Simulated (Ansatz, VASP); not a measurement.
# Mg in VASP and in Ansatz

```
Mg
1.0
     3.17202    0.00000    0.00000
    -1.58601    2.74705    0.00000
     0.00000    0.00000    5.14120
Mg
2
Direct
  0.33333 0.66667 0.25000
  0.66667 0.33333 0.75000
```

Alike in both runs: task single point; functional LDA; k mesh 6 × 6 × 4; occupations gaussian, width 0.1 eV; no spin polarisation.

|  | VASP | Ansatz |
| --- | --- | --- |
| version | VASP 6.6.1 | Ansatz 0.2.0 |
| potentials or method | VASP PAW LDA potentials, release 64 (Mg) | scalar-relativistic, plane waves, PAW |
| plane-wave cutoff (eV) | 520 | 420 |
| valence electrons in the cell | 4 | 20 |

|  | VASP | Ansatz | Ansatz less VASP |
| --- | --- | --- | --- |
| gap on the k mesh at the Fermi level (eV) | none | none | - |
| pressure (GPa) | -1.6 | -1.3 | +0.32 |
| largest component of the traceless stress (GPa) | 0.05 | 0.04 | -0.011 |

A gap of «none» marks a metal or a gap that the smearing closes. The two sets of potentials don't hold the same shells in valence.

Caveats: the k mesh is coarse (spacing up to 0.38 Å⁻¹), so the values aren't converged.
